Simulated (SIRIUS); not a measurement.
The system is CuI (Marshite).

```
I Cu
1.0
     0.00000    3.03150    3.03150
     3.03150    0.00000    3.03150
     3.03150    3.03150    0.00000
I Cu
1 1
Direct
  0.00000 0.00000 0.00000
  0.75000 0.75000 0.75000
```

Base run:

| Quantity | Value |
| --- | --- |
| Program | SIRIUS 7.12.0 |
| Functional | LDA |
| Potentials or basis | PseudoDojo 0.4.1 PBE standard (scalar relativistic) |
| Cutoff | 1254 eV |
| Density cutoff | 5016 eV |
| k mesh | 8 × 8 × 8 |
| Occupations | fermi-dirac, width 0.05 eV |
| Spin | no spin polarisation |
| Hubbard terms | Cu d U = 2 eV |

Its results: band gap on the k mesh 1.23 eV; pressure -4.2 GPa.

Task: After a change of settings the same cell gave: band gap on the k mesh 1.94 eV; pressure -3.3 GPa. Which change was it?
A. hubbard terms from Cu d U = 2 eV to Cu d U = 6 eV
B. hubbard terms from Cu d U = 2 eV to Cu d U = 8 eV
C. hubbard terms from Cu d U = 2 eV to none; hubbard projectors from orthogonalised atomic orbitals to none; start of the occupations from the program's own to none

Result: B.

Caveats: the potentials were made for another functional, which shifts forces and pressure; spin-orbit coupling is left out, which moves the levels of the heavy elements.
